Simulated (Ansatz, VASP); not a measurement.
**Cu: VASP beside Ansatz**

```
Cu
1.0
     2.48453    0.00000    0.00000
    -1.24227    2.15167    0.00000
     0.00000    0.00000    4.06865
Cu
2
Direct
  0.33333 0.66667 0.25000
  0.66667 0.33333 0.75000
```

Alike in both runs: task single point; functional PBEsol; k mesh 16 × 16 × 9; occupations fermi-dirac, width 0.1 eV; no spin polarisation.

|  | VASP | Ansatz |
| --- | --- | --- |
| version | VASP 6.6.1 | Ansatz 0.2.0 |
| potentials or method | VASP PAW PBE potentials, release 64 (Cu) | plane waves (420 eV) with PAW, scalar-relativistic |
| plane-wave cutoff (eV) | 520 | 420 |
| valence electrons in the cell | 22 | 38 |

Ansatz gave:

* pressure (GPa): 7.5
* largest component of the traceless stress (GPa): 0.14

Q: Estimate VASP's values.

A: Pressure (GPa): 8.2; largest component of the traceless stress (GPa): 0.19.

The two sets of potentials don't hold the same shells in valence. Ansatz warned: «pseudo_functional_mismatch».

Caveats: the PAW data sets were made with another functional, which shifts forces and pressure a little (VASP).
